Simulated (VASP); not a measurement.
# C (P6_3/mmc) in VASP: a series of runs, part 2 of 2

VASP 6.6.1.

**3. Band structure, PBE**

The COD entry that gives the cell may itself be a prediction, so a difference from it is no test against experiment.

The input, POSCAR:

```
C
1.0
    2.5221000000      0.0000000000      0.0000000000
   -1.2610500000      2.1842026709      0.0000000000
    0.0000000000      0.0000000000      8.2371000000
C
8
Direct
    0.6666666667      0.3333333333      0.8437500000
    0.3333333333      0.6666666667      0.3437500000
    0.6666666667      0.3333333333      0.6562500000
    0.3333333333      0.6666666667      0.1562500000
    0.0000000000      0.0000000000      0.9062500000
    0.0000000000      0.0000000000      0.4062500000
    0.0000000000      0.0000000000      0.5937500000
    0.0000000000      0.0000000000      0.0937500000
```

The input, INCAR.step1:

```
SYSTEM = C
ALGO     = Normal         ! electronic algorithm
EDIFF    = 1E-6           ! SCF threshold, eV
ENCUT    = 520            ! plane-wave cutoff, eV
GGA      = PE             ! functional
ISIF     = 2              ! what is computed and relaxed
ISMEAR   = -1             ! smearing method
LASPH    = .TRUE.         ! aspherical terms in the spheres
LCHARG   = .TRUE.         ! write CHGCAR
LREAL    = .FALSE.        ! projectors in reciprocal space
LWAVE    = .FALSE.        ! write WAVECAR
NELM     = 100            ! most SCF steps
PREC     = Accurate       ! precision mode
SIGMA    = 0.05           ! smearing width, eV
```

The input, KPOINTS.step1:

```
k-points
0
G
  12 12 4
  0 0 0
```

The input, INCAR.step2:

```
SYSTEM = C
ALGO     = Normal         ! electronic algorithm
EDIFF    = 1E-6           ! SCF threshold, eV
ENCUT    = 520            ! plane-wave cutoff, eV
GGA      = PE             ! functional
ICHARG   = 11             ! starting density
ISIF     = 2              ! what is computed and relaxed
ISMEAR   = 0              ! smearing method
LASPH    = .TRUE.         ! aspherical terms in the spheres
LCHARG   = .FALSE.        ! write CHGCAR
LREAL    = .FALSE.        ! projectors in reciprocal space
LWAVE    = .FALSE.        ! write WAVECAR
NELM     = 100            ! most SCF steps
PREC     = Accurate       ! precision mode
SIGMA    = 0.05           ! smearing width, eV
```

The input, KPOINTS.step2:

```
path GMKGALHA,LM,KH
10
line-mode
reciprocal
 0.0000000000  0.0000000000  0.0000000000  G
 0.5000000000  0.0000000000  0.0000000000  M

 0.5000000000  0.0000000000  0.0000000000  M
 0.3333333333  0.3333333333  0.0000000000  K

 0.3333333333  0.3333333333  0.0000000000  K
 0.0000000000  0.0000000000  0.0000000000  G

 0.0000000000  0.0000000000  0.0000000000  G
 0.0000000000  0.0000000000  0.5000000000  A

 0.0000000000  0.0000000000  0.5000000000  A
 0.5000000000  0.0000000000  0.5000000000  L

 0.5000000000  0.0000000000  0.5000000000  L
 0.3333333333  0.3333333333  0.5000000000  H

 0.3333333333  0.3333333333  0.5000000000  H
 0.0000000000  0.0000000000  0.5000000000  A

 0.5000000000  0.0000000000  0.5000000000  L
 0.5000000000  0.0000000000  0.0000000000  M

 0.3333333333  0.3333333333  0.0000000000  K
 0.3333333333  0.3333333333  0.5000000000  H
```

Potentials or basis: VASP PAW PBE potentials, release 64 (C).

Launch:

```
> cat potpaw_PBE.64/C/POTCAR > POTCAR
> cp INCAR.step1 INCAR
> cp KPOINTS.step1 KPOINTS
> mpirun -np 1 vasp_std > vasp.out
> cp INCAR.step2 INCAR
> cp KPOINTS.step2 KPOINTS
> mpirun -np 1 vasp_std > vasp.out
```

OUTCAR:

```text
SYSTEM = C
   EDIFF = 1E-6
   ENCUT = 520
   GGA = PE
   ICHARG = 11
   ISIF = 2
   ISMEAR = 0
   LASPH = .TRUE.
   LREAL = .FALSE.
   NELM = 100
   PREC = Accurate

 ion  position               nearest neighbor table
   1  0.667  0.333  0.844-   3 1.54   5 1.54   5 1.54   5 1.54
   2  0.333  0.667  0.344-   4 1.54   6 1.54   6 1.54   6 1.54
   3  0.667  0.333  0.656-   1 1.54   7 1.54   7 1.54   7 1.54
   4  0.333  0.667  0.156-   2 1.54   8 1.54   8 1.54   8 1.54
   5  0.000  0.000  0.906-   8 1.54   1 1.54   1 1.54   1 1.54
   6  0.000  0.000  0.406-   7 1.54   2 1.54   2 1.54   2 1.54
   7  0.000  0.000  0.594-   6 1.54   3 1.54   3 1.54   3 1.54
   8  0.000  0.000  0.094-   5 1.54   4 1.54   4 1.54   4 1.54

  LATTYP: Found a hexagonal cell.
 ALAT       =     2.5221000000
 C/A-ratio  =     3.2659688355

  Lattice vectors:

 A1 = (   2.5221000000,   0.0000000000,   0.0000000000)
 A2 = (  -1.2610500000,   2.1842026709,   0.0000000000)
 A3 = (   0.0000000000,   0.0000000000,   8.2371000000)

Analysis of symmetry for initial positions (statically):
=====================================================================
 Subroutine PRICEL returns:
 Original cell was already a primitive cell.

 Routine SETGRP: Setting up the symmetry group for a
 hexagonal supercell.

 Subroutine GETGRP returns: Found 24 space group operations
 (whereof 12 operations were pure point group operations)
 out of a pool of 24 trial point group operations.

The static configuration has the point symmetry D_3d.
 The point group associated with its full space group is D_6h.

Analysis of symmetry for dynamics (positions and initial velocities):
=====================================================================
 Subroutine PRICEL returns:
 Original cell was already a primitive cell.

 Routine SETGRP: Setting up the symmetry group for a
 hexagonal supercell.

 Subroutine GETGRP returns: Found 24 space group operations
 (whereof 12 operations were pure point group operations)
 out of a pool of 24 trial point group operations.

The dynamic configuration has the point symmetry D_3d.
 The point group associated with its full space group is D_6h.

 Subroutine INISYM returns: Found 24 space group operations
 (whereof 12 operations are pure point group operations),
 and found     1 'primitive' translations

----------------------------------------------------------------------------------------

                                     Primitive cell

  volume of cell :      45.3764

  direct lattice vectors                    reciprocal lattice vectors
     2.522100000  0.000000000  0.000000000     0.396494984  0.228916486  0.000000000
    -1.261050000  2.184202671  0.000000000     0.000000000  0.457832972  0.000000000
     0.000000000  0.000000000  8.237100000     0.000000000  0.000000000  0.121401950

  length of vectors
     2.522100000  2.522100000  8.237100000     0.457832972  0.457832972  0.121401950

  position of ions in fractional coordinates (direct lattice)
     0.666666667  0.333333333  0.843750000
     0.333333333  0.666666667  0.343750000
     0.666666667  0.333333333  0.656250000
     0.333333333  0.666666667  0.156250000
     0.000000000  0.000000000  0.906250000
     0.000000000  0.000000000  0.406250000
[... 40 lines left out ...]
  0.277778  0.000000  0.000000      0.011111
[... 16 lines left out ...]
  0.259259  0.259259  0.000000      0.011111
  0.222222  0.222222  0.000000      0.011111
 [... further k-points ...]
   k-points           NKPTS =     90   k-points in BZ     NKDIM =     90   number of bands    NBANDS=     21
   number of dos      NEDOS =    301   number of ions     NIONS =      8
   total plane-waves  NPLWV =  25600
   dimension x,y,z NGX =    20 NGY =   20 NGZ =   64
   dimension x,y,z NGXF=    40 NGYF=   40 NGZF=  128
   ions per type =               8
   NGX,Y,Z   is equivalent  to a cutoff of  13.18, 13.18, 12.92 a.u.
   NGXF,Y,Z  is equivalent  to a cutoff of  26.37, 26.37, 25.83 a.u.
 SYSTEM =  C
   PREC   = accura    normal or accurate (medium, high low for compatibility)
   ISTART =      0    job   : 0-new  1-cont  2-samecut
   ICHARG =     11    charge: 1-file 2-atom 10-const
   ISPIN  =      1    spin polarized calculation?
   LNONCOLLINEAR =      F non collinear calculations
   LSORBIT =      F    spin-orbit coupling
   LASPH  =      T    aspherical Exc in radial PAW
   ENCUT  =  520.0 eV  38.22 Ry    6.18 a.u.   4.69  4.69 15.32*2*pi/ulx,y,z
   NELM   =    100;   NELMIN=  2; NELMDL=  0     # of ELM steps
   EDIFF  = 0.1E-05   stopping-criterion for ELM
   LREAL  =      F    real-space projection
   EDIFFG = 0.1E-04   stopping-criterion for IOM
   NSW    =      0    number of steps for IOM
   IBRION =     -1    ionic relax: 0-MD 1-quasi-New 2-CG
   NFREE  =      0    steps in history (QN), initial steepest desc. (CG)
   ISIF   =      2    stress and relaxation
   ISYM   =      2    0-nonsym 1-usesym 2-fastsym
   POTIM  = 0.5000    time-step for ionic-motion
   TEBEG  =    0.0;   TEEND  =   0.0 temperature during run
   PSTRESS=    0.0 pullay stress
   NELECT =      32.0000    total number of electrons
   NUPDOWN=      -1.0000    fix difference up-down
   EMIN   =  10.00;   EMAX   =-10.00  energy-range for DOS
   EFERMI =   0.00;   METHOD = LEGACY
   ISMEAR =     0;   SIGMA  =   0.05  broadening in eV -4-tet -1-fermi 0-gaus
   EFERMI_NEDOS =   21; number of points for ismear=-14 and -15
   IALGO  =     38    algorithm
   IMIX   =      4    mixing-type and parameters
     AMIX     =   0.40;   BMIX     =  1.00
     AMIX_MAG =   1.60;   BMIX_MAG =  1.00
  volume/ion in A,a.u.               =       5.67        38.28
  Fermi-wavevector in a.u.,A,eV,Ry     =   1.457186  2.753682 28.890486  2.123391
  Thomas-Fermi vector in A             =   2.574017
   LORBIT       =      0    0 simple, 1 ext, 2 COOP (PROOUT), +10 PAW based schemes
   GGA     = PE    functional components
   LHFCALC =     F    Hartree Fock is set to
   AEXX    =    0.0000 exact exchange contribution
   IVDW    =     0    specifies the selected vdW correction
   LEPSILON=     F    determine dielectric tensor
   LRPA    =     F    only Hartree local field effects (RPA)
 non-spin polarized calculation
 Gauss-broadening in eV      SIGMA  =   0.05
  energy-cutoff  :      520.00
  volume of cell :       45.38
 maximum number of plane-waves:      1242
 NGX is ok and might be reduce to    20

 number of electron      31.9999995 magnetization

 Free energy of the ion-electron system (eV)
  ---------------------------------------------------
  ext. energy  EPLUGINS =         0.00000000
  ---------------------------------------------------
  free energy    TOTEN  =       -68.35745088 eV

  energy without entropy =      -68.35745088  energy(sigma->0) =      -68.35745088

 E-fermi :  10.1065     XC(G=0): -13.2480

 val. band max:        9.8674889012   @ k =   0.0000   0.0000   0.0000
 cond. band min:      14.2901871951   @ k =   0.3889   0.0000   0.0000
 fundamental gap:      4.4226982939
 Fermi energy:        10.1064747473

 k-point     1 :       0.0000    0.0000    0.0000
  band No.  band energies     occupation
      1     -11.7606      2.00000
      2     -10.0661      2.00000
      3     -10.0158      2.00000
      4      -5.9494      2.00000
      5      -3.6617      2.00000
      6       3.1290      2.00000
[... 565 lines left out ...]
     20      18.9140      0.00000
     21      19.3367      0.00000

 [... further k-points ...]

------------------------ aborting loop because EDIFF is reached ----------------------------------------

  FORCE on cell =-STRESS in cart. coord.  units (eV):
  Direction    XX          YY          ZZ          XY          YZ          ZX
  --------------------------------------------------------------------------------------
  -------------------------------------------------------------------------------------
  Total        4.9161477      4.9161477      5.5234034      0.0000000      0.0000000      0.0000000
  in kB      173.5824967    173.5824967    195.0238721      0.0000000      0.0000000      0.0000000
  external PRESSURE =     180.7296218 kB  Pullay stress =       0.0000000 kB

 VOLUME and BASIS-vectors are now :
 -----------------------------------------------------------------------------
  energy-cutoff  :      520.00
  volume of cell :       45.38
      direct lattice vectors                 reciprocal lattice vectors
     2.522100000  0.000000000  0.000000000     0.396494984  0.228916486  0.000000000
    -1.261050000  2.184202671  0.000000000     0.000000000  0.457832972  0.000000000
     0.000000000  0.000000000  8.237100000     0.000000000  0.000000000  0.121401950

 POSITION                                       TOTAL-FORCE (eV/Angst)
 -----------------------------------------------------------------------------------
      1.26105      0.72807      6.95005         0.000000      0.000000      0.566444
     -0.00000      1.45614      2.83150        -0.000000     -0.000000      0.566444
      1.26105      0.72807      5.40560        -0.000000      0.000000     -0.566444
     -0.00000      1.45614      1.28705        -0.000000      0.000000     -0.566444
      0.00000      0.00000      7.46487         0.000000      0.000000      0.213623
      0.00000      0.00000      3.34632         0.000000     -0.000000      0.213623
      0.00000      0.00000      4.89078        -0.000000      0.000000     -0.213623
      0.00000      0.00000      0.77223         0.000000     -0.000000     -0.213623
 -----------------------------------------------------------------------------------
    total drift:                               -0.000000      0.000000      0.000000

  FREE ENERGIE OF THE ION-ELECTRON SYSTEM (eV)
  ---------------------------------------------------
  free  energy   TOTEN  =       -68.3574508781 eV

  energy  without entropy=      -68.3574508781  energy(sigma->0) =      -68.35745088
```

It took 36 s on 1 thread of Intel Xeon 6975P-C (Granite Rapids), shared host; peak memory 0.19 GiB.

What came out:

- Band gap on the k mesh: 4.41 eV, indirect (least direct gap 5.18 eV)
- Band gap along the path: 4.42 eV, indirect (least direct gap 5.18 eV)

Levels at the corners of the path, in eV from the valence-band top:
```
point  band 13  band 14  band 15  band 16  band 17  band 18  band 19  band 20
    Γ    -1.74    -0.22     0.00     0.00     5.18     5.18     5.71     7.00
    M    -5.00    -4.54    -3.70    -2.93     4.46     5.60     5.86     6.01
    M    -5.00    -4.54    -3.70    -2.93     4.46     5.60     5.86     6.01
    K    -7.14    -5.66    -5.66    -4.03     6.27     6.27     7.90     8.45
    K    -7.14    -5.66    -5.66    -4.03     6.27     6.27     7.90     8.45
    Γ    -1.74    -0.22     0.00     0.00     5.18     5.18     5.71     7.00
    Γ    -1.74    -0.22     0.00     0.00     5.18     5.18     5.71     7.00
    A    -0.68    -0.68    -0.68    -0.68     5.97     5.97     5.97     6.02
    A    -0.68    -0.68    -0.68    -0.68     5.97     5.97     5.97     5.99
    L    -4.72    -4.72    -3.66    -3.66     4.82     4.82     7.11     7.11
    L    -4.72    -4.72    -3.66    -3.66     4.82     4.82     7.11     7.13
    H    -5.36    -5.36    -5.10    -5.10     5.23     5.23     9.77     9.77
    H    -5.36    -5.36    -5.10    -5.10     5.23     5.23     9.77     9.77
    A    -0.68    -0.68    -0.68    -0.68     5.97     5.97     5.97     5.98
    L    -4.72    -4.72    -3.66    -3.66     4.82     4.82     7.11     7.11
    M    -5.00    -4.54    -3.70    -2.93     4.46     5.60     5.86     6.01
    K    -7.14    -5.66    -5.66    -4.03     6.27     6.27     7.90     8.45
    H    -5.36    -5.36    -5.10    -5.10     5.23     5.23     9.77     9.77
```

Caveat: the log is that of the step along the path at fixed density, whose energy, stress, charges and moments have no meaning.
